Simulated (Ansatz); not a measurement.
# InN, response to strain

The parent structure is InN in the wurtzite structure (space group P6_3mc, No. 186; a = 3.537 Å, c = 5.714 Å). Axes: x lies along a and z along c of the hexagonal cell.

Strains are applied to the cell and any free atomic positions relax; under biaxial strain the out-of-plane vector relaxes too.

The values are results of PBEsol in Ansatz (plane waves to 420 eV, PAW, no spin-orbit coupling), not measurements.

Notes on the quantities. pressure: mean of the normal stresses, compression positive.

| case | pressure | shortest interatomic distance | space group |
|---|---|---|---|
| base | 0.0 GPa | 2.156 Å | P6_3mc (No. 186) |
| biaxial strain −4.37 %, plane normal [001], relaxed out of plane | (withheld) | (withheld) | P6_3mc (No. 186) |
| biaxial strain −2.49 %, plane normal [001], relaxed out of plane | 4.5 GPa | (withheld) | P6_3mc (No. 186) |
| isotropic strain +0.44 % | -1.7 GPa | 2.166 Å | P6_3mc (No. 186) |
| uniaxial strain ε_yy = −0.44 % | 0.6 GPa | 2.152 Å | Cmc2_1 (No. 36) |
| uniaxial strain ε_yy = +1.41 % | -1.9 GPa | 2.166 Å | Cmc2_1 (No. 36) |

Q: Fill in the withheld entries from the trend.

A: 
- biaxial strain −4.37 %, plane normal [001], relaxed out of plane, pressure: 8.2 GPa
- biaxial strain −4.37 %, plane normal [001], relaxed out of plane, shortest interatomic distance: 2.117 Å
- biaxial strain −2.49 %, plane normal [001], relaxed out of plane, shortest interatomic distance: 2.132 Å

A case with no gap was solved on a k-mesh chosen for an insulator, which is coarse for it. Whether these cells are dynamically stable was not tested. The final runs are not spin-polarised.

Ansatz is an electronic-structure program.
